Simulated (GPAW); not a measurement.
A calculation with GPAW 26.7.0 of HfB2 (ASE script, Cartesian positions):

Contents of run.py:

```python
from ase.dft.bandgap import bandgap
from ase.io import read, write
from ase.units import GPa
from gpaw import GPAW, PW

atoms = read('HfB2.xyz')

calc = GPAW(mode=PW(600),
            xc='PBE',
            kpts={'size': (8, 8, 6), 'gamma': True},
            occupations={'name': 'fermi-dirac', 'width': 0.05},
            nbands=20,
            maxiter=120,
            txt='gpaw.txt')
atoms.calc = calc
energy = atoms.get_potential_energy()
forces = atoms.get_forces()
stress = atoms.get_stress()
calc.write('gs.gpw')
write('result.traj', atoms)
print(f'Energy: {energy:.6f} eV')
print('Forces (eV/A):')
print(forces.round(4))
print('Stress (GPa):', (stress / GPa).round(3))
print('Fermi level:', round(calc.get_fermi_level(), 4), 'eV')
print(f'Gap: {bandgap(calc)[0]:.4f} eV, direct: {bandgap(calc, direct=True)[0]:.4f} eV')
```

Contents of HfB2.xyz:

```xyz
3
Lattice="3.1400000000 0.0000000000 0.0000000000 -1.5700000000 2.7193197679 0.0000000000 0.0000000000 0.0000000000 3.4800000000" Properties=species:S:1:pos:R:3 pbc="T T T"
Hf     0.0000000000      0.0000000000      0.0000000000
B      1.5700000002      0.9064399225      1.7400000000
B     -0.0000000002      1.8128798454      1.7400000000
```

Potentials or basis: GPAW PAW data sets (gpaw-data 1.2.1), pw.

The run is started by

```sh
$ OMP_NUM_THREADS=1 python run.py
```

Problem. Write the same calculation in another form: ASE script, structure typed inline.

Solution. As run:

File run.py:

```python
from ase import Atoms
from ase.dft.bandgap import bandgap
from ase.io import write
from ase.units import GPa
from gpaw import GPAW, PW

atoms = Atoms(['Hf', 'B', 'B'],
              cell=[[3.14, 0.0, 0.0],
                    [-1.57, 2.7193197679, 0.0],
                    [0.0, 0.0, 3.48]],
              scaled_positions=[[0.0, 0.0, 0.0],
                                [0.6666666667, 0.3333333333, 0.5],
                                [0.3333333333, 0.6666666667, 0.5]],
              pbc=True)

calc = GPAW(mode=PW(600),
            xc='PBE',
            kpts={'size': (8, 8, 6), 'gamma': True},
            occupations={'name': 'fermi-dirac', 'width': 0.05},
            nbands=20,
            maxiter=120,
            txt='gpaw.txt')
atoms.calc = calc
energy = atoms.get_potential_energy()
forces = atoms.get_forces()
stress = atoms.get_stress()
calc.write('gs.gpw')
write('result.traj', atoms)
print(f'Energy: {energy:.6f} eV')
print('Forces (eV/A):')
print(forces.round(4))
print('Stress (GPa):', (stress / GPa).round(3))
print('Fermi level:', round(calc.get_fermi_level(), 4), 'eV')
print(f'Gap: {bandgap(calc)[0]:.4f} eV, direct: {bandgap(calc, direct=True)[0]:.4f} eV')
```

Potentials or basis: GPAW PAW data sets (gpaw-data 1.2.1), pw.

Launch:

```console
$ OMP_NUM_THREADS=1 python run.py
```

Both were run:

|  | ASE script, Cartesian positions | ASE script, structure typed inline |
| --- | --- | --- |
| Pressure | 2.2 GPa | 2.2 GPa |
| Band gap on the k mesh | none (metal or under the smearing width) | none (metal or under the smearing width) |

Keys that steer only the numerical path or the files written may differ.

Caveat: the cutoff is short for stress and forces, so pressures can be off by a GPa or more.
